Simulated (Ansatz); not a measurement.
Crystal: NaCl.

```
Cl Na
1.0
     3.50219    0.00000    0.00000
     0.00000    3.50219    0.00000
     0.00000    0.00000    3.50219
Cl Na
1 1
Direct
  0.50000 0.50000 0.50000
  0.00000 0.00000 0.00000
```

Measurements of this composition are mostly on another form, of space group No. 225.

Base run:

| Quantity | Value |
| --- | --- |
| Program | Ansatz 0.2.0 |
| Functional | PBE |
| Potentials or basis | all-electron PAW datasets made for the crystal |
| Cutoff | 200 eV (chosen from the basis error) |
| k mesh | 8 × 8 × 8 |
| Occupations | fixed |
| Spin | no spin polarisation |

Its results: band gap on the k mesh 3.98 eV, indirect (least direct gap 4.47 eV); electronic dielectric tensor (diagonal) 2.71.

**Question.** The run is repeated on the same cell with these changes: functional from PBE to PBEsol. What comes out?

**Answer.** Band gap on the k mesh 3.84 eV, indirect (least direct gap 4.34 eV); electronic dielectric tensor (diagonal) 2.76.

Caveats: the program warned that the printed levels may be off, so bands, gaps and densities of states are rough.

A k mesh can miss the band edges.
